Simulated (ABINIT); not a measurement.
# TiCo (Pm-3m) in ABINIT: a series of runs

Aim: see how the results for TiCo move with the level of theory and the settings. Levels: PBE, LDA, PBEsol. Tasks: single point.

Everything below comes from runs of ABINIT 10.8.3 (patched build). Logs are shortened: lines on timing, memory, paths and dates and some standing lists are left out, and cuts for length are marked. The log counts tension as positive stress, the text compression.

## 1. The crystal as given

It takes space group Pm-3m (No. 221, cubic). Conventional cell: a = 2.986 Å, b = 2.986 Å, c = 2.986 Å, α = 90.00°, β = 90.00°, γ = 90.00°. Co (site symmetry m-3m) has 8 Ti at 2.59 Å as nearest neighbours. Ti (site symmetry m-3m) is surrounded by 8 Co at 2.59 Å.

The cell comes from a database or a generator and needn't be the stable form of this composition.

## 2. Single point, PBE, collinear spin, ferromagnetic start

run.abi reads:

```
# Pseudopotentials
pp_dirpath "./"
pseudos "Co.GGA_PBE-JTH.xml, Ti.GGA_PBE-JTH.xml"

# Structure
acell 5.6429319488 5.6429319488 5.6429319488
rprim
     1.0000000000     0.0000000000     0.0000000000
     0.0000000000     1.0000000000     0.0000000000
     0.0000000000     0.0000000000     1.0000000000
ntypat 2
znucl 27 22
natom 2
typat 1 2
xred
     0.5000000000     0.5000000000     0.5000000000
     0.0000000000     0.0000000000     0.0000000000

# Plane-wave basis
ecut 31.0
pawecutdg 53.0
pawxcdev 0

# k points
kptopt 1
ngkpt 9 9 9
nshiftk 1
shiftk 0.0 0.0 0.0

# Exchange and correlation
ixc 11

# Bands and occupations
nband 20
occopt 3
tsmear 0.05 eV

# Spin
nsppol 2
spinat
     0.0000000000     0.0000000000     2.0000000000
     0.0000000000     0.0000000000     1.0000000000

# SCF cycle
nstep 100
tolvrs 1.0e-9

# Output
iomode 3
prtwf 0
prtden 0
prteig 0
prtebands 0
enunit 2
```

Potentials or basis: JTH PAW PBE v2.0.

Started as:

```console
> abinit run.abi > log 2>&1
```

run.abo:

```text
.Version 10.8.3 of ABINIT
 Symmetries : space group Pm -3 m (#221); Bravais cP (primitive cubic)
================================================================================
 Values of the parameters that define the memory need of the present run
     intxc =       0    ionmov =       0      iscf =      17    lmnmax =      18
     lnmax =       6     mgfft =      30  mpssoang =       3    mqgrid =    3001
     natom =       2  nloc_mem =       2    nspden =       2   nspinor =       1
    nsppol =       2      nsym =      48    n1xccc =       1    ntypat =       2
    occopt =       3   xclevel =       2
       mpw =        1498          nfft =       27000          nkpt =          35
 PAW method is used; the additional fine FFT grid is defined by:
   mgfftf=        40    nfftf =     64000
================================================================================
================================================================================

--------------------------------------------------------------------------------
------------- Echo of variables that govern the present computation ------------
--------------------------------------------------------------------------------
 -outvars: echo values of preprocessed input variables --------
            acell      5.6429319488E+00  5.6429319488E+00  5.6429319488E+00 Bohr
              amu      5.89332000E+01  4.78800000E+01
             ecut      3.10000000E+01 Hartree
           enunit           2
              ixc          11
         kptrlatt        9    0    0      0    9    0      0    0    9
          kptrlen      5.07863875E+01
            natom           2
            nband          20
            ngfft          30      30      30
          ngfftdg          40      40      40
             nkpt          35
           nspden           2
           nsppol           2
            nstep         100
             nsym          48
           ntypat           2
           occopt           3
        pawecutdg      5.30000000E+01 Hartree
         pawxcdev           0
           prtden           0
        prtebands           0
           prteig           0
            prtwf           0
          spgroup         221
           spinat      0.0000000000E+00  0.0000000000E+00  2.0000000000E+00
                       0.0000000000E+00  0.0000000000E+00  1.0000000000E+00
           tolvrs      1.00000000E-09
           tsmear      1.83746611E-03 Hartree
            typat      1  2
           useylm           1
           xangst      1.4930554940E+00  1.4930554940E+00  1.4930554940E+00
                       0.0000000000E+00  0.0000000000E+00  0.0000000000E+00
            xcart      2.8214659744E+00  2.8214659744E+00  2.8214659744E+00
                       0.0000000000E+00  0.0000000000E+00  0.0000000000E+00
             xred      5.0000000000E-01  5.0000000000E-01  5.0000000000E-01
                       0.0000000000E+00  0.0000000000E+00  0.0000000000E+00
            znucl       27.00000   22.00000

================================================================================

 chkinp: Checking input parameters for consistency.

================================================================================
== DATASET  1 ==================================================================

--- !DatasetInfo
iteration_state: {dtset: 1, }
dimensions: {natom: 2, nkpt: 35, mband: 20, nsppol: 2, nspinor: 1, nspden: 2, mpw: 1498, }
cutoff_energies: {ecut:  31.0, pawecutdg:  53.0, }
electrons: {nelect:   2.90000000E+01, charge:   0.00000000E+00, occopt:   3.00000000E+00, tsmear:   1.83746611E-03, }
meta: {optdriver: 0, ionmov: 0, optcell: 0, iscf: 17, paral_kgb: 0, }
...

 Exchange-correlation functional for the present dataset will be:
  GGA: Perdew-Burke-Ernzerhof functional - ixc=11
  J.P.Perdew, K.Burke, M.Ernzerhof, PRL 77, 3865 (1996)

 Real(R)+Recip(G) space primitive vectors, cartesian coordinates (Bohr,Bohr^-1):
 R(1)=  5.6429319  0.0000000  0.0000000  G(1)=  0.1772128  0.0000000  0.0000000
 R(2)=  0.0000000  5.6429319  0.0000000  G(2)=  0.0000000  0.1772128  0.0000000
 R(3)=  0.0000000  0.0000000  5.6429319  G(3)=  0.0000000  0.0000000  0.1772128
 Unit cell volume ucvol=  1.7968608E+02 bohr^3
 Angles (23,13,12)=  9.00000000E+01  9.00000000E+01  9.00000000E+01 degrees

 Coarse grid specifications (used for wave-functions):
[... 106 lines left out ...]
 Radius=ratsph(iatom), smearing ratsm=  0.0000. Diff(up-dn)=approximate z local magnetic moment.
    Atom    Radius    up_density   dn_density  Total(up+dn)  Diff(up-dn)
    1 Co   2.10903     8.236787     7.321533     15.558320     0.915255
    2 Ti   2.30803     5.090411     5.123942     10.214353    -0.033531
 ------------------------------------------------------------------------------------------------------------
  Sum:                13.327198    12.445475     25.772673     0.881723
 Total magnetization (from the atomic spheres):                0.881723
 Total magnetization (exact up - dn):                          0.815995

================================================================================

 ----iterations are completed or convergence reached----

 Mean square residual over all n,k,spin=   86.891E-14; max=  45.345E-11
 reduced coordinates (array xred) for    2 atoms
       0.500000000000      0.500000000000      0.500000000000
       0.000000000000      0.000000000000      0.000000000000
 rms dE/dt=  0.0000E+00; max dE/dt=  0.0000E+00; dE/dt below (all hartree)
    1       0.000000000000      0.000000000000      0.000000000000
    2       0.000000000000      0.000000000000      0.000000000000

 cartesian coordinates (angstrom) at end:
    1      1.49305549397780     1.49305549397780     1.49305549397780
    2      0.00000000000000     0.00000000000000     0.00000000000000

 cartesian forces (hartree/bohr) at end:
    1     -0.00000000000000    -0.00000000000000    -0.00000000000000
    2     -0.00000000000000    -0.00000000000000    -0.00000000000000
 frms,max,avg= 0.0000000E+00 0.0000000E+00   0.000E+00  0.000E+00  0.000E+00 h/b

 cartesian forces (eV/Angstrom) at end:
    1     -0.00000000000000    -0.00000000000000    -0.00000000000000
    2     -0.00000000000000    -0.00000000000000    -0.00000000000000
 frms,max,avg= 0.0000000E+00 0.0000000E+00   0.000E+00  0.000E+00  0.000E+00 e/A
 length scales=  5.642931948800  5.642931948800  5.642931948800 bohr
              =  2.986110987956  2.986110987956  2.986110987956 angstroms
 Fermi (or HOMO) energy (hartree) =   0.40922   Average Vxc (hartree)=  -0.44200
 Magnetization (Bohr magneton)=  8.16014100E-01
 Total spin up =  1.49080070E+01   Total spin down =  1.40919930E+01
 Eigenvalues (hartree) for nkpt=  35  k points, SPIN UP:
 kpt#   1, nband= 20, wtk=  0.00137, kpt=  0.0000  0.0000  0.0000 (reduced coord)
  -3.10965   -1.75949   -1.75949   -1.75949   -1.68979   -0.81175   -0.81175   -0.81175
   0.12475    0.25488    0.25488    0.34006    0.34006    0.34006    0.42676    0.42676
   0.50732    0.50732    0.50732    0.73486
      occupation numbers for kpt#   1
   1.00000    1.00000    1.00000    1.00000    1.00000    1.00000    1.00000    1.00000
   1.00000    1.00000    1.00000    1.00000    1.00000    1.00000    0.00007    0.00007
   0.00000    0.00000    0.00000    0.00000
 prteigrs : prtvol=0 or 1, do not print more k-points.

 Eigenvalues (hartree) for nkpt=  35  k points, SPIN DOWN:
 kpt#   1, nband= 20, wtk=  0.00137, kpt=  0.0000  0.0000  0.0000 (reduced coord)
  -3.06966   -1.72052   -1.72052   -1.72052   -1.69038   -0.81236   -0.81236   -0.81236
   0.12398    0.27848    0.27848    0.35970    0.35970    0.35970    0.44659    0.44659
   0.51073    0.51073    0.51073    0.73592
      occupation numbers for kpt#   1
   1.00000    1.00000    1.00000    1.00000    1.00000    1.00000    1.00000    1.00000
   1.00000    1.00000    1.00000    1.00000    1.00000    1.00000    0.00000    0.00000
   0.00000    0.00000    0.00000    0.00000
 prteigrs : prtvol=0 or 1, do not print more k-points.

 Fermi (or HOMO) energy (eV) =  11.13558   Average Vxc (eV)= -12.02745
 Eigenvalues (   eV  ) for nkpt=  35  k points, SPIN UP:
 kpt#   1, nband= 20, wtk=  0.00137, kpt=  0.0000  0.0000  0.0000 (reduced coord)
 -84.61791  -47.87823  -47.87823  -47.87823  -45.98141  -22.08887  -22.08887  -22.08887
   3.39466    6.93551    6.93551    9.25345    9.25345    9.25345   11.61276   11.61276
  13.80498   13.80498   13.80498   19.99667
 prteigrs : prtvol=0 or 1, do not print more k-points.

 Eigenvalues (   eV  ) for nkpt=  35  k points, SPIN DOWN:
 kpt#   1, nband= 20, wtk=  0.00137, kpt=  0.0000  0.0000  0.0000 (reduced coord)
 -83.52977  -46.81785  -46.81785  -46.81785  -45.99758  -22.10537  -22.10537  -22.10537
   3.37372    7.57770    7.57770    9.78800    9.78800    9.78800   12.15238   12.15238
  13.89774   13.89774   13.89774   20.02533
 prteigrs : prtvol=0 or 1, do not print more k-points.

--- !EnergyTerms
iteration_state     : {dtset: 1, }
comment             : Components of total free energy in Hartree
kinetic             :  1.95302439668728E+01
hartree             :  5.00923753221601E+01
xc                  : -6.41264139377012E+00
Ewald energy        : -1.37848524357748E+02
psp_core            :  6.55512975133363E+00
local_psp           : -1.62311827604110E+02
PAW spherical_terms :  2.53076364373632E+01
internal            : -2.05087607877899E+02
'-kT*entropy'       : -6.21301981612321E-04
total_energy        : -2.05088229179880E+02
total_energy_eV     : -5.58073501871800E+03
...

--- !EnergyTermsDC
iteration_state     : {dtset: 1, }
comment             : '"Double-counting" decomposition of free energy'
band_energy         : -2.07850590741443E+01
Ewald energy        : -1.37848524357748E+02
psp_core            :  6.55512975133363E+00
xc_dc               : -4.87554653034412E+01
PAW spherical_terms : -4.25368999476277E+00
internal            : -2.05087608978763E+02
'-kT*entropy'       : -6.21301981612321E-04
total_energy_dc     : -2.05088230280745E+02
total_energy_dc_eV  : -5.58073504867404E+03
...

--- !EnergyTermsWithPAWCore
iteration_state     : {dtset: 1, }
comment             : 'Components of total free energy, including PAW core contributions'
Total energy        : -2.24728955986369E+03
Total energy DC     : -2.24728956096455E+03
Total energy (eV)   : -6.11518642200114E+04
Total energy DC (eV): -6.11518642499675E+04
...

 Cartesian components of stress tensor (hartree/bohr^3)
  sigma(1 1)=  2.06950084E-05  sigma(3 2)=  0.00000000E+00
  sigma(2 2)=  2.06950084E-05  sigma(3 1)=  0.00000000E+00
  sigma(3 3)=  2.06950084E-05  sigma(2 1)=  0.00000000E+00

-Cartesian components of stress tensor (GPa)         [Pressure= -6.0887E-01 GPa]
- sigma(1 1)=  6.08868169E-01  sigma(3 2)=  0.00000000E+00
- sigma(2 2)=  6.08868169E-01  sigma(3 1)=  0.00000000E+00
- sigma(3 3)=  6.08868169E-01  sigma(2 1)=  0.00000000E+00

== END DATASET(S) ==============================================================
================================================================================

 -outvars: echo values of variables after computation  --------
            acell      5.6429319488E+00  5.6429319488E+00  5.6429319488E+00 Bohr
           etotal     -2.0508823028E+02
            fcart     -0.0000000000E+00 -0.0000000000E+00 -0.0000000000E+00
                      -0.0000000000E+00 -0.0000000000E+00 -0.0000000000E+00
           strten      2.0695008423E-05  2.0695008423E-05  2.0695008423E-05
                       0.0000000000E+00  0.0000000000E+00  0.0000000000E+00
           xangst      1.4930554940E+00  1.4930554940E+00  1.4930554940E+00
                       0.0000000000E+00  0.0000000000E+00  0.0000000000E+00
             xred      5.0000000000E-01  5.0000000000E-01  5.0000000000E-01
                       0.0000000000E+00  0.0000000000E+00  0.0000000000E+00
 Calculation completed.
```

It took 2.5 min on 1 thread of Arm Neoverse V1, shared host; peak memory 0.17 GiB.

What came out:

```
Free energy                                           : -5580.7350 eV
Pressure                                              : -0.6 GPa
Band gap on the k mesh                                : none (metal or under the smearing width)
Net moment                                            : 0.82 μB per cell
Site moments                                          : Co +0.92; Ti -0.03 μB
Valence electrons inside the program's atomic spheres : Co 15.56; Ti 10.21
```

Levels at points of the mesh, in eV from the Fermi level:
Spin up:
| k point | band 11 | band 12 | band 13 | band 14 | band 15 | band 16 | band 17 | band 18 | band 19 | band 20 |
| --- | --- | --- | --- | --- | --- | --- | --- | --- | --- | --- |
| (0.00, 0.00, 0.00) | -4.20 | -1.88 | -1.88 | -1.88 | 0.48 | 0.48 | 2.67 | 2.67 | 2.67 | 8.86 |
Spin down:
| k point | band 12 | band 13 | band 14 | band 15 | band 16 | band 17 |
| --- | --- | --- | --- | --- | --- | --- |
| (0.00, 0.00, 0.00) | -1.35 | -1.35 | -1.35 | 1.02 | 1.02 | 2.76 |

Caveat: small starting moments can end in a higher magnetic state in this program.

## 3. Single point, LDA, collinear spin, ferromagnetic start

run.abi, as its differences from that of step 2:

```diff
@@ -21,3 +21,2 @@
 pawecutdg 53.0
-pawxcdev 0
 
@@ -30,3 +29,3 @@
 # Exchange and correlation
-ixc 11
+ixc 7
```

Potentials or basis: JTH PAW PBE v2.0.

Started as:

```console
> abinit run.abi > log 2>&1
```

Wall time 1.7 min (1 thread of Arm Neoverse V1, shared host); peak memory 0.13 GiB.

The run converged. Its results:

| Property | Result |
| --- | --- |
| Free energy | -5585.0278 eV |
| Pressure | -14.2 GPa |
| Band gap on the k mesh | none (metal or under the smearing width) |
| Net moment | 0.48 μB per cell |
| Site moments | Co +0.52; Ti -0.02 μB |
| Valence electrons inside the program's atomic spheres | Co 15.59; Ti 10.22 |

Levels at points of the mesh, in eV from the Fermi level:
Spin up:
```csv
k point,band 11,band 12,band 13,band 14,band 15,band 16,band 17,band 18
"(0.00, 0.00, 0.00)",-3.94,-1.65,-1.65,-1.65,0.61,0.61,2.69,2.69
```
Spin down:
| k point | band 10 | band 11 | band 12 | band 13 | band 14 | band 15 | band 16 | band 17 | band 18 | band 19 |
| --- | --- | --- | --- | --- | --- | --- | --- | --- | --- | --- |
| (0.00, 0.00, 0.00) | -3.65 | -3.65 | -1.31 | -1.31 | -1.31 | 0.87 | 0.87 | 2.74 | 2.74 | 2.74 |

Caveat: small starting moments can end in a higher magnetic state in this program; the PAW data sets were made with another functional, which shifts forces and pressure a little.

## 4. Single point, PBEsol, collinear spin, ferromagnetic start

run.abi, as its differences from that of step 3:

```diff
@@ -21,2 +21,3 @@
 pawecutdg 53.0
+pawxcdev 0
 
@@ -29,3 +30,3 @@
 # Exchange and correlation
-ixc 7
+ixc -116133
```

Started as:

```console
> abinit run.abi > log 2>&1
```

Run time: 2.6 min. Hardware: 1 thread of Arm Neoverse V1, shared host; peak memory 0.17 GiB.

The run converged. Its results:

```
Free energy                                           : -5576.7207 eV
Pressure                                              : -8.0 GPa
Band gap on the k mesh                                : none (metal or under the smearing width)
Net moment                                            : 0.70 μB per cell
Site moments                                          : Co +0.78; Ti -0.03 μB
Valence electrons inside the program's atomic spheres : Co 15.56; Ti 10.21
```

Levels at points of the mesh, in eV from the Fermi level:
Spin up:
```tsv
k point	band 10	band 11	band 12	band 13	band 14	band 15	band 16	band 17	band 18	band 19
(0.00, 0.00, 0.00)	-4.13	-4.13	-1.81	-1.81	-1.81	0.52	0.52	2.69	2.69	2.69
```
Spin down:
| k point | band 10 | band 11 | band 12 | band 13 | band 14 | band 15 | band 16 | band 17 | band 18 | band 19 |
| --- | --- | --- | --- | --- | --- | --- | --- | --- | --- | --- |
| (0.00, 0.00, 0.00) | -3.62 | -3.62 | -1.32 | -1.32 | -1.32 | 0.95 | 0.95 | 2.77 | 2.77 | 2.77 |

Caveat: small starting moments can end in a higher magnetic state in this program; the PAW data sets were made with another functional, which shifts forces and pressure a little.

## 5. The runs side by side

| level | gap on the mesh (eV) | pressure (GPa) | moment (μB) |
| --- | --- | --- | --- |
| PBE | none | -0.6 | 0.82 |
| LDA | none | -14.2 | 0.48 |
| PBEsol | none | -8.0 | 0.70 |

Alike in all rows: task single point; potentials or basis JTH PAW PBE v2.0; spin collinear, ferromagnetic start; cell as given; k mesh 9 × 9 × 9; cutoff (eV) 844; smearing fermi-dirac 0.05 eV.

Every run on the cell as given and a fine mesh finds a metal. The pressure there spans -14.2 GPa (LDA) to -0.6 GPa (PBE); a positive pressure means that this level wants a larger cell, a negative one a smaller.

Caveats: small starting moments can end in a higher magnetic state in this program; the PAW data sets were made with another functional, which shifts forces and pressure a little (some runs).

Total energies depend on the potentials used, so only differences within one code and one set of settings carry meaning.
